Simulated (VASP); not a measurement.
A run of VASP 6.6.1 is set up as follows.

The input INCAR:

```
SYSTEM = TiO2
ALGO = Normal
EDIFF = 1E-8
ENCUT = 600
ISIF = 2
ISMEAR = 0
KPAR = 2
LASPH = .TRUE.
LCHARG = .FALSE.
LEPSILON = .TRUE.
LREAL = .FALSE.
LWAVE = .FALSE.
NELM = 80
PREC = Accurate
SIGMA = 0.03
```

File KPOINTS:

```
k-points
0
Monkhorst
  8 8 12
  0 0 0
```

The input POSCAR:

```
TiO2                                    
1.0
    4.5523633735      0.0000000000      0.0000000000
    0.0000000000      4.5523633735      0.0000000000
    0.0000000000      0.0000000000      2.9218228195
  Ti              O             
     2     4
Direct
     0.0000000000000000    0.0000000000000000    1.0000000000000000
     0.5000000000000000    0.5000000000000000    0.5000000000000000
     0.3038492293139108    0.3038492293139108    0.0000000000000000
     0.1961507706860892    0.8038492293139108    0.5000000000000000
     0.6961507706860892    0.6961507706860892    1.0000000000000000
     0.8038492293139108    0.1961507706860892    0.5000000000000000
```

Potentials or basis: VASP PAW LDA potentials, release 64 (Ti_sv, O).

Command:

```console
$ cat potpaw_LDA.64/Ti_sv/POTCAR potpaw_LDA.64/O/POTCAR > POTCAR
$ mpirun -np 2 vasp_std > vasp.out
```

Predict the electronic dielectric tensor (diagonal).

7.55, 7.55, 8.91.

Estimate the Born charges (mean of the diagonal).

Ti +6.78; O -3.39 e.

Electronic dielectric tensor:
```
7.55 0.00 0.00
0.00 7.55 0.00
0.00 0.00 8.91
```
